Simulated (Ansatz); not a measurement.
Crystal: TePb.

```xyz
2
Lattice="0.0000 3.2310 3.2310 3.2310 0.0000 3.2310 3.2310 3.2310 0.0000" Properties=species:S:1:pos:R:3 pbc="T T T"
Pb    0.0000    0.0000    0.0000
Te    3.2310    3.2310    3.2310
```

Program: Ansatz 0.2.0. Alike in all runs: task band structure; cell as given; cutoff (eV) 179; smearing fermi-dirac 0.05 eV; basis error allowed 0.001 eV/atom.

Order these runs on this cell by their pressure, lowest first.
A. level BLYP; potentials or basis all-electron LAPW, scalar-relativistic; spin off; k mesh 7 × 7 × 7
B. level LDA; potentials or basis all-electron LAPW, relativistic spinors; spin SOC, no magnetisation; k mesh 5 × 5 × 5
C. level PBEsol; potentials or basis all-electron LAPW, scalar-relativistic; spin off; k mesh 7 × 7 × 7
D. level RPBE; potentials or basis all-electron LAPW, scalar-relativistic; spin off; k mesh 7 × 7 × 7

B (-1.9 GPa), C (-0.4 GPa), D (3.7 GPa), A (5.3 GPa).

Not every run made on this cell is shown here.
